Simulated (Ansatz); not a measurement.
Space group Fmmm (No. 69). a = 2.456 Å, b = 4.253 Å, c = 7.116 Å, α = 90.00°, β = 90.00°, γ = 90.00°
```tsv
atom	site	symmetry	x	y	z
C	8h	m2m	0.5000	0.6667	0.5000
```

Equation of state of this C structure (not necessarily the ground state), with shape and atoms relaxed at each volume where symmetry leaves them free. Level of theory: Ansatz 0.2.0, DFT r2SCAN, scalar-relativistic, plane waves, PAW.

Settings: cutoff 500 eV, Γ-centred mesh 18×18×6 on the computed 4-atom cell, Gaussian smearing of 0.10 eV; no spin polarisation.

```tsv
V (Å³/atom)	E − E(largest V) (meV/atom)	P (GPa)	gap on mesh (eV)
8.734	1.13	1.88	0.01
9.013	-1.07	0.75	0.01
9.291	-1.64	0.00	0.00
9.570	-1.14	-0.50	0.01
9.849	0.00	-0.76	0.00
```

Q: Fit a third-order Birch–Murnaghan equation to E(V).

A: V0 = 9.28 Å³/atom, B0 = 21 GPa, B0' = 14.1. B0' is unusual or poorly fixed by this range.

The cell holds layers, and where no dispersion correction was added their binding is poorly described.

This form isn't the element's structure at ambient conditions.